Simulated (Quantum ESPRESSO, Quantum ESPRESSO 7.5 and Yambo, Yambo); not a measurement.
**WS2 (2H monolayer): G0W0 with and without spin-orbit coupling**

Is the spin-orbit change of the gap of WS2 (2H monolayer) the same in DFT and in GW?

Main program and level: Quantum ESPRESSO 7.5 and Yambo 5.3.0; PBE and many-body steps on it, plane waves.

**The experiments to reproduce.**

- Gap 2.238 ± 0.003 eV: free-particle direct gap at K; magneto-absorption of Rydberg excitons; 4 K; monolayer (exfoliated monolayer encapsulated in hBN) (“Revealing exciton masses and dielectric properties of monolayer semiconductors with high magnetic fields”, 2019, pmc:6744484).

- Gap 2.27 eV: quasiparticle gap, capped by bilayer graphene, n=1 energy plus inferred exciton binding energy; reflectance contrast spectroscopy with empirical scaling; 70 K; monolayer (exfoliated monolayer covered with bilayer graphene) on fused silica (“Coulomb engineering of the bandgap and excitons in two-dimensional materials”, 2017, pmc:5418602).

- Gap 2.14 eV: transport (quasiparticle) gap of monolayer from electron and hole threshold voltage difference; ionic liquid gated FET transport; 240 K; monolayer (exfoliated monolayer on SiO2/Si covered by DEME-TFSI ionic liquid) (“Mono- and Bilayer WS2 Light-Emitting Transistors”, 2014, arxiv:1403.7551).

- Gap 2.73 eV: single-particle (quasiparticle) direct gap at K; two-photon photoluminescence excitation; monolayer (mechanically exfoliated monolayer) (“Exciton Binding Energy of Monolayer WS2”, 2014, arxiv:1403.5108).

- Gap 1.97 eV: optical gap, A exciton photoluminescence peak; photoluminescence; monolayer (pristine CVD monolayer on SiO2/Si) (“Monolayer Vanadium‐Doped Tungsten Disulfide: A Room‐Temperature Dilute Magnetic Semiconductor”, 2020, pmc:7740087).

This is a selection; 30 further reports are not listed.

### Step 1. The starting structure

The cell holds 3 atoms: 1 W and 2 S. Cell: a = 3.187 Å, b = 3.187 Å, c = 16.000 Å, α = 90.0°, β = 90.0°, γ = 120.0°. Vacuum lies along c.

The structure was relaxed with PBE. The runs that relaxed it are not among those shown. Spin-orbit coupling is left out unless a step names it.

### Step 2. Empty states on the mesh, 6×6×1 mesh, 89 bands

This step: Quantum ESPRESSO 7.5; DFT, PBE, plane waves, norm-conserving pseudopotentials.

The sums over transitions need many empty states on a uniform mesh; this step solves for them.

pw.in reads:

```
&control
  calculation = 'nscf'
  prefix = 'x'
  outdir = 'o'
  pseudo_dir = 'pseudo'
/
&system
  ibrav = 0
  nat = 3
  ntyp = 2
  ecutwfc = 62.0
  nbnd = 89
  force_symmorphic = .true.
/
&electrons
  conv_thr = 1e-9
  electron_maxstep = 80
  diago_full_acc = .true.
  diago_thr_init = 5e-6
/
ATOMIC_SPECIES
  W 183.84 W.upf
  S 32.06 S.upf
CELL_PARAMETERS angstrom
  3.1870569639 0.0000000000 0.0000000000
  -1.5935284820 2.7600722941 0.0000000000
  0.0000000000 0.0000000000 16.0000000000
ATOMIC_POSITIONS crystal
  W 0.3333333333 0.6666666667 0.5000000000
  S 0.6666666667 0.3333333333 0.5982117567
  S 0.6666666667 0.3333333333 0.4017882433
K_POINTS automatic
  6 6 1 0 0 0
```

Command:

```bash
OMP_NUM_THREADS=1 mpirun -n 4 pw.x -nk 4 -in pw.in > pw.out
```

What it wrote:

```text
Program PWSCF v.7.5 starts

     This program is part of the open-source Quantum ESPRESSO suite
     for quantum simulation of materials; please cite
         "P. Giannozzi et al., J. Phys.:Condens. Matter 21 395502 (2009);
         "P. Giannozzi et al., J. Phys.:Condens. Matter 29 465901 (2017);
         "P. Giannozzi et al., J. Chem. Phys. 152 154105 (2020);
     in publications or presentations arising from this work. More details at

     Atomic positions and unit cell read from directory:
     o/x.save/

     Message from routine setup:
[...]
35.7638

          k = 0.0000 0.3849 0.0000 (  7849 PWs)   bands (ev):

[...]
32.4583  33.7381  33.8328  34.3628  34.4160  34.4588  34.8907  34.9868
    35.4830  35.6873  36.2715  36.5802  36.5982  36.6292  37.5116  37.8187
    38.2044

          k = 0.0000-0.5774 0.0000 (  7782 PWs)   bands (ev):

     [... further k-points ...]

     highest occupied, lowest unoccupied level (ev):     0.6473    2.4581

     XML data file, pseudopotentials, collected wavefunctions

=------------------------------------------------------------------------------=
   JOB DONE.
=------------------------------------------------------------------------------=
```

Run time: 14 s. Hardware: 4 MPI ranks of Arm Neoverse V1, shared host; peak memory 0.5 GiB.

Numbers from this step:

```
gap                                                           : 1.811 eV
k of the valence top                                          : 0.3333, 0.3333, 0
k of the conduction bottom                                    : 0.3333, 0.3333, 0
least direct gap                                              : 1.811 eV
k points computed                                             : 7
lowest point of the top converged band, above the valence top : 34.86 eV
```

On this mesh the gap is 1.811 eV.

The density comes from a self-consistent run that is not shown.

### Step 3. Conversion and set-up

This step: Yambo 5.3.0; conversion and set-up on PBE, plane waves, norm-conserving pseudopotentials.

The states are converted to the many-body program's format and the q mesh is built.

Command:

```bash
(cd o/x.save; p2y > p2y.log; mv SAVE ../..); yambo > setup.log
```

What it wrote:

```text
 Yambo, version 5.3.0

 [02] CORE Variables Setup
 =========================

  [02.01] Unit cells
  ==================

  Cell kind             :  HCP
  Atoms in the cell     :  W  S
  number of W  atoms    :  1
  number of S  atoms    :  2

  List of atomic masses
  Mass of W     :  183.8400
  Mass of S     :  32.06000

  List of atomic coordinates    : [cc]
  W1       : -0.36412E-09   3.4772       15.118      order 1
  S1       :   3.01133   1.73859  18.08730  order 2
  S2       :   3.01133   1.73859  12.14832  order 3

[...]
BZ  Q-points                                      :   36

 K/Q-points units:
 rlu = crystal or reduced units; cc = cartesian coordinates; iku = interal k-units

 Q [1]          [rlu]:  0.000000  0.000000  0.000000
 Q [2]          [rlu]: -0.95645E-17  0.16667       0.0000
 Q [3]          [rlu]: -0.19129E-16  0.33333       0.0000
 Q [4]          [rlu]:  0.28694E-16 -0.50000       0.0000
 Q [5]          [rlu]:  0.166667  0.166667  0.000000
 Q [6]          [rlu]:  0.166667  0.333333  0.000000
 Q [7]          [rlu]:  0.333333  0.333333  0.000000

  [03.01] X indexes
  =================

   [03.01.01] Sigma indexes
   ========================

 [06] Game Over & Game summary
```

Run time: 2.5 s. Hardware: 1 MPI rank; peak memory 0.25 GiB.

### Step 4. Scalar-relativistic

G0W0 replaces the xc potential by the self-energy, built once from these orbitals. Only a window of levels is corrected, while the sums run over the empty bands that the input names.

This step: G0W0 on PBE, plane waves, norm-conserving pseudopotentials.

gw1.in reads:

```
HF_and_locXC
gw0
dyson
ppa
em1d
rim_cut
rim_w
RandQpts= 3000000
RandGvec= 100 RL
CUTGeo= "slab z"
RandGvecW= 9 RL
EXXRLvcs= 62 Ry
VXCRLvcs= 248 Ry
Chimod= "HARTREE"
% BndsRnXp
 1 | 89 |
%
NGsBlkXp= 9.5 Ry
% LongDrXp
 1 | 1 | 0 |
%
% GbndRnge
 1 | 89 |
%
DysSolver= "n"
ExtendOut
PPAPntXp= 27.21138 eV
% QPkrange
 7 | 7 | 12 | 15 |
 1 | 1 | 12 | 15 |
%
```

Command:

```bash
OMP_NUM_THREADS=1 mpirun -n 4 yambo -F gw1.in -J gw1 -C gw1 > gw1.log
```

What it wrote:

```text
 Yambo, version 5.3.0

 [02] CORE Variables Setup
 =========================

  [... cell, symmetries and grids as in the set-up ...]

  [02.05] Energies & Occupations
  ==============================

  [X] === General ===
  [X] Electronic Temperature                        :  0.000000  0.000000 [eV K]
  [X] Bosonic    Temperature                        :  0.000000  0.000000 [eV K]
  [X] Finite Temperature mode                       : no
  [X] El. density                                   :  0.18473E+24 [cm-3]
  [X] Fermi Level                                   :  0.647322 [eV]

  [X] === Gaps and Widths ===
  [X] Conduction Band Min                           :  1.810782 [eV]
  [X] Valence Band Max                              :  0.000000 [eV]
  [X] Filled Bands                                  :  13
  [X] Empty Bands                                   :   14   89
  [X] Direct Gap                                    :  1.810782 [eV]
  [X] Direct Gap localized at k                     :   7
  [X] Indirect Gap                                  :  1.810782 [eV]
  [X] Indirect Gap between kpts                     :   7   7
  [X] Last valence band width                       :  1.187659 [eV]
  [X] 1st conduction band width                     :  1.059072 [eV]

 [03] Transferred momenta grid and indexing
 ==========================================

 IBZ Q-points                                      :   7
 BZ  Q-points                                      :   36

 K/Q-points units:
 rlu = crystal or reduced units; cc = cartesian coordinates; iku = interal k-units

 Q [1]          [rlu]:  0.000000  0.000000  0.000000
 Q [2]          [rlu]: -0.95645E-17  0.16667       0.0000
 Q [3]          [rlu]: -0.19129E-16  0.33333       0.0000
 Q [4]          [rlu]:  0.28694E-16 -0.50000       0.0000
 Q [5]          [rlu]:  0.166667  0.166667  0.000000
 Q [6]          [rlu]:  0.166667  0.333333  0.000000
 Q [7]          [rlu]:  0.333333  0.333333  0.000000

 [04] Coloumb potential Random Integration (RIM)
 ===============================================

 Performing RIM of v_slab

  [04.01] RIM initialization
  ==========================

  * Diagonal components only detected *

  8 x (sBL volume)        :  0.058036 [a.u.]
  sBZ random points       :  3000000
  Points outside the sBZ  :  24001124
  RL volume               :  0.261164 [a.u.]
  Integrated volume       :  0.261151 [a.u.]

  [04.02] RIM integrals
  =====================

  Gamma point sphere radius             :  0.047143 [a.u.]
  Points outside the sphere             :  2398760
  [Int_sBZ(q=0) 1/q^2]*(Vol_sBZ)^(-1/3) =:  7.613982
                                 should be <:  7.795600

  Summary of Coulomb integrals for non-metallic bands |Q|[au] RIM/Bare

  Q [1] 0.100000E-4 0.976703 * Q [2] 0.200775 1.066347
  Q [5] 0.347752 1.040910 * Q [3] 0.401550 1.032699
  Q [6] 0.531200 1.019980 * Q [4] 0.602325 1.015444
  Q [7] 0.695504 1.011799
  Non-periodic chartesian directions : none
  Optical renormalization            :  30.23562 [au]
  Polarizability dimension           : length

 [05] Coloumb potential CutOffslab
 =================================

 Cut directionsZ
 Slab Cutoff:Z
 Symmetry test passed : yes

 [06] Dipoles
 ============

  [06.01] Setup: observables and procedures
  =========================================

  [WARNING] [x,Vnl] slows the Dipoles computation. To neglect it rename the ns.kb_pp file

 [07] Dynamic Dielectric Matrix (PPA)
 ====================================

 [WR./gw1//ndb.pp]---------------------------------------------------------------
  Brillouin Zone Q/K grids (IBZ/BZ)                :    7   36    7   36
  RL vectors                                       :   9989 [WF]
  Coulomb cutoff potential                         : slab z
  Electronic Temperature                           :  0.000000 [K]
  Bosonic    Temperature                           :  0.000000 [K]
  PPA    diel. fun.  energies                      : Perdew, Burke & Ernzerhof(X)+Perdew, Burke & Ernzerhof(C)
[...]
E_xc :  -24.39648 [Ry]

  Local XC kind (lXC) : Perdew, Burke & Ernzerhof(X)+Perdew, Burke & Ernzerhof(C)
  Non-Local XC kind (nlXC) : Hartree-Fock

  Corrections @ K [1] :  [eV]
 <12|nlXC|12> = -17.23920 -0.42068E-17 <12|lXC|12> = -15.38860  0.37763E-15
 <13|nlXC|13> = -15.23890  0.13339E-16 <13|lXC|13> = -14.44300 -0.37763E-15
 <14|nlXC|14> = -10.51606  0.94320E-18 <14|lXC|14> = -15.14426 -0.18882E-15
 <15|nlXC|15> = -10.51606  0.12976E-17 <15|lXC|15> = -15.14426 -0.28272E-30

  Corrections @ K [7] :  [eV]
 <12|nlXC|12> = -17.29491 -0.23738E-16 <12|lXC|12> = -14.09712  0.70806E-16
 <13|nlXC|13> = -15.66593 -0.49056E-17 <13|lXC|13> = -15.21962  0.47204E-16
 <14|nlXC|14> = -12.01567  0.63155E-17 <14|lXC|14> = -16.30485  0.18882E-15
 <15|nlXC|15> = -9.216602 -0.15643E-17 <15|lXC|15> = -14.23295  0.94408E-16

  [08.01] Hartree-Fock occupations report
  =======================================

  [Hartree-Fock] === General ===
  [Hartree-Fock] Electronic Temperature             :  0.000000  0.000000 [eV K]
  [Hartree-Fock] Bosonic    Temperature             :  0.000000  0.000000 [eV K]
  [Hartree-Fock] Finite Temperature mode            : no
  [Hartree-Fock] El. density                        :  0.18473E+24 [cm-3]
  [Hartree-Fock] Fermi Level                        :  0.647322 [eV]

  [Hartree-Fock] === Gaps and Widths ===
  [Hartree-Fock] Conduction Band Min                :  2.020861 [eV]
  [Hartree-Fock] Valence Band Max                   : -0.362168 [eV]
  [Hartree-Fock] Filled Bands                       :  13
  [Hartree-Fock] Empty Bands                        :   14   89
  [Hartree-Fock] Direct Gap                         :  2.714646 [eV]
  [Hartree-Fock] Direct Gap localized at k          :  2
  [Hartree-Fock] Indirect Gap                       :  2.383028 [eV]
  [Hartree-Fock] Indirect Gap between kpts          :   2   5
  [Hartree-Fock] Last valence band width            :  0.825492 [eV]
  [Hartree-Fock] 1st conduction band width          :  5.477196 [eV]

 [09] Dyson equation: Newton solver
 ==================================

  [09.01] RIM-W interpolation
  ===========================

  [WARNING] RIM-W works only for 2D semiconductors with slab cutoff
  Found compatible q grid: 2D
  q_min[ 1 ]:  0.16667      0.19388E-11   0.0000     [rlu]
   0.166667  0.083333  0.000000 [iku]
  q_min[ 2 ]:  0.95645E-17  0.16667       0.0000     [rlu]
   0.95645E-17  0.16667       0.0000     [iku]
  G-vectors :   9
  G-vectors loaded:   65
  Number of interpolated frequencies:  2

  Evaluating coefficients q = 0
  Evaluating coefficients q = 0

  [09.02] RIM-W integrals
  =======================

  8 x (sBL volume)        :  0.058036 [a.u.]
  sBZ random points       :  3000000
  Points outside the sBZ  :  24001124
  RL volume               :  0.261164 [a.u.]
  Integrated volume       :  0.261151 [a.u.]

  [09.03] RIM integrals
  =====================

  Comparison between head Wc = W - v averages: < Wc > [au] RIM-W/RIM

   < -Wc [Q = 1] > 0.411299E-1 0.565007E-4 * < -Wc [Q = 2] > 0.005231 0.005016
   < -Wc [Q = 3] > 0.904274E-3 0.886030E-3 * < -Wc [Q = 4] > 0.304862E-3 0.301616E-3
   < -Wc [Q = 5] > 0.001319 0.001286 * < -Wc [Q = 6] > 0.430867E-3 0.425821E-3
   < -Wc [Q = 7] > 0.205674E-3 0.204256E-3

  Comparison between head Wc = W - v averages: < Wc > [au] RIM-W/RIM

   < -Wc [G = 1,G`=0] > 0.411299E-1 0.565007E-4 * < -Wc [G = 2,G`=0] >-0.002895 0.000000
   < -Wc [G = 3,G`=0] >-0.002895 0.000000 * < -Wc [G = 4,G`=0] > 0.515653E-4  0.00000
   < -Wc [G = 5,G`=0] > 0.515653E-4  0.00000 * < -Wc [G = 6,G`=0] > 0.161724E-3  0.00000
   < -Wc [G = 7,G`=0] > 0.161724E-3  0.00000 * < -Wc [G = 8,G`=0] >-0.376864E-4  0.00000
   < -Wc [G = 9,G`=0] >-0.376864E-4  0.00000

 [10] G0W0 (W PPA)
 =================

 [  GW  ] Bands range     :    1   89
 [GW/PPA] G damping       :  0.100000 [eV]

 QP @ state[ 1 ] K range:  1  1
 QP @ state[ 1 ] b range:  12  15
 QP @ state[ 2 ] K range:   7   7
 QP @ state[ 2 ] b range:  12  15

  Sc/G bands                                       :    1   89
  Sc/G damping                                     :  0.100000 ev
  Sc bands terminator                              : no
  Sx RL components                                 :   7845

  QP @ state[ 1 ] K range                          :  1  1
  QP @ state[ 1 ] b range                          :  12  15
  QP @ state[ 2 ] K range                          :   7   7
  QP @ state[ 2 ] b range                          :  12  15
  GF energies kind                                 : Perdew, Burke & Ernzerhof(X)+Perdew, Burke & Ernzerhof(C)
  GF WF`s kind                                     : Perdew, Burke & Ernzerhof(X)+Perdew, Burke & Ernzerhof(C)
  Xs energies kind                                 : Perdew, Burke & Ernzerhof(X)+Perdew, Burke & Ernzerhof(C)
  Xs WF`s kind                                     : Perdew, Burke & Ernzerhof(X)+Perdew, Burke & Ernzerhof(C)

 [14] Game Over & Game summary
```

Elapsed: 2.9 min, on 4 MPI ranks; peak memory 2.1 GiB; 12 min of CPU time.

Numbers from this step:

- G0W0 gap on the points computed: 2.852 eV
- starting gap on the mesh: 1.811 eV
- k of the valence top: 0.3333, 0.3333, 0
- k of the conduction bottom: 0.3333, 0.3333, 0
- least direct G0W0 gap on the computed points: 2.852 eV
- Z at the valence top: 0.7543
- Z at the conduction bottom: 0.7527

The gap on the mesh goes from 1.81 eV to 2.85 eV, a correction of +1.04 eV.

### Step 5. Empty states on the mesh, 6×6×1 mesh, 178 bands

This step: Quantum ESPRESSO 7.5; DFT, PBE with spin-orbit coupling, plane waves, norm-conserving pseudopotentials.

pw.in, as its differences from that of step 2:

```diff
@@ -11,4 +11,6 @@
   ecutwfc = 62.0
-  nbnd = 89
+  nbnd = 178
   force_symmorphic = .true.
+  noncolin = .true.
+  lspinorb = .true.
 /
```

Command:

```bash
OMP_NUM_THREADS=1 mpirun -n 4 pw.x -nk 4 -in pw.in > pw.out
```

What it wrote:

```text
[banner, memory and clock lines left out]
Program PWSCF v.7.5 starts

     Atomic positions and unit cell read from directory:
     o/x.save/

     Message from routine setup:
     using ibrav=0 with symmetry is DISCOURAGED, use correct ibrav instead

     G-vector sticks info

     bravais-lattice index     =            0
     lattice parameter (alat)  =       6.0227  a.u.
     unit-cell volume          =     949.7884 (a.u.)^3
     number of atoms/cell      =            3
     number of atomic types    =            2
     number of electrons       =        26.00
[...]
k = 0.0000 0.1925 0.0000 (  7875 PWs)   bands (ev):

[...]
[... 11 further rows ...]
[...]
35.7696  35.7696

          k = 0.0000 0.3849 0.0000 (  7849 PWs)   bands (ev):

[...]
18.2976  18.2976  18.3205  18.3205  18.5158  18.5158  20.2710  20.2710
     [... 11 further rows ...]
    36.6020  36.6020  36.6337  36.6337  37.5097  37.5097  37.8169  37.8169
    38.2046  38.2046

          k = 0.0000-0.5774 0.0000 (  7782 PWs)   bands (ev):

     [... further k-points ...]

     highest occupied, lowest unoccupied level (ev):     0.8712    2.4262

     XML data file, pseudopotentials, collected wavefunctions
```

The job ended after 81 s (4 MPI ranks; peak memory 1.2 GiB).

This step gave:

| Item | Value |
| --- | --- |
| gap | 1.555 eV |
| k of the valence top | 0.3333, 0.3333, 0 |
| k of the conduction bottom | 0.3333, 0.3333, 0 |
| least direct gap | 1.555 eV |
| k points computed | 7 |
| lowest point of the top converged band, above the valence top | 34.63 eV |

On this mesh the gap is 1.555 eV.

The density comes from a self-consistent run that is not shown, made with spin-orbit coupling and fully relativistic files.

### Step 6. Conversion and set-up

This step: Yambo 5.3.0; conversion and set-up on PBE with spin-orbit coupling, plane waves, norm-conserving pseudopotentials.

Command:

```bash
(cd o/x.save; p2y > p2y.log; mv SAVE ../..); yambo > setup.log
```

What it wrote:

```text
 Yambo, version 5.3.0

 [02] CORE Variables Setup
 =========================

  [02.01] Unit cells
  ==================

  Cell kind             :  HCP
  Atoms in the cell     :  W  S
  number of W  atoms    :  1
  number of S  atoms    :  2

  List of atomic masses
  Mass of W     :  183.8400
  Mass of S     :  32.06000

  List of atomic coordinates    : [cc]
  W1       : -0.36412E-09   3.4772       15.118      order 1
  S1       :   3.01133   1.73859  18.08730  order 2
  S2       :   3.01133   1.73859  12.14832  order 3

[...]
BZ  Q-points                                      :   36

 K/Q-points units:
 rlu = crystal or reduced units; cc = cartesian coordinates; iku = interal k-units

 Q [1]          [rlu]:  0.000000  0.000000  0.000000
 Q [2]          [rlu]: -0.95645E-17  0.16667       0.0000
 Q [3]          [rlu]: -0.19129E-16  0.33333       0.0000
 Q [4]          [rlu]:  0.28694E-16 -0.50000       0.0000
 Q [5]          [rlu]:  0.166667  0.166667  0.000000
 Q [6]          [rlu]:  0.166667  0.333333  0.000000
 Q [7]          [rlu]:  0.333333  0.333333  0.000000

  [03.01] X indexes
  =================

   [03.01.01] Sigma indexes
   ========================

 [06] Game Over & Game summary
```

Run time: 3.3 s. Hardware: 1 MPI rank; peak memory 0.25 GiB.

(Continued in part 2 of 2.)

[Paths, hosts, dates, memory and timing lines, banners, echoed tables and standing remarks are left out of the program output.]

[Logs are printed without paths, hosts, clocks, repeated set-up lines and the standing remarks that a program may print on its own settings, such as how far it seeks lower states.]

[Runs of the session that timed out or met a known fault of the program may be left out.]

[Hosts, paths, dates, database ids (printed as entryN), source tags and the programs' standing remarks are cut or masked in the printed files.]
